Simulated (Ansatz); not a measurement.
System: rutile GeO2. Method: PBE (plane waves, PAW; Ansatz, an electronic-structure program).

Run with plane-wave cutoff 520 eV, 8×8×12 k mesh (along the axes of the cell as run), Fermi–Dirac smearing 0.01 eV, scalar-relativistic PAW data made under PBE.

Properties against volume:

Shape and atoms are relaxed at each volume.

```tsv
V (Å³/atom)	P (GPa)	direct gap at Γ (eV)	c (Å)	a (Å)
9.360	8.98	1.681	2.888	4.410
9.555	4.18	1.442	2.897	4.448
9.750	0.00	1.228	2.905	4.487
9.945	-3.58	1.041	2.911	4.527
10.140	-6.61	0.883	2.915	4.568
```

A straight line through the gaps at Γ against ln V gives a volume deformation potential dE_g(Γ)/d ln V of -10.0 eV: the gap at Γ widens under compression.

Measured, for comparison: band gap 4.68 eV (temperature not stated, no zero-point or thermal correction, direct (forbidden), UV absorption; as tabulated in Mengle et al. (2019), arXiv:1905.10301).

Spin–orbit coupling is not included.
